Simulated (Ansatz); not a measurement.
```
Li H
1.0
     0.00000    2.00031    2.00031
     2.00031    0.00000    2.00031
     2.00031    2.00031    0.00000
Li H
1 1
Direct
  0.00000 0.00000 0.00000
  0.50000 0.50000 0.50000
```

PBE in Ansatz, hard PAW set made for 700 eV, wave cutoff 700 eV, 4×4×4 mesh, fixed fractional positions. The pressure is 0.5 GPa and the gap on the mesh 2.97 eV.

(1) The cell is scaled evenly to 1.128 times its volume. What pressure and gap follow, and what mean bulk modulus do the two pressures imply?

Answers

(1) -3.2 GPa, gap 3.05 eV; B = −ΔP/Δln V ≈ 31 GPa over this range.

The cell is a model at fixed atoms and needn't be the relaxed known crystal. The mesh is coarse, so these values aren't converged.
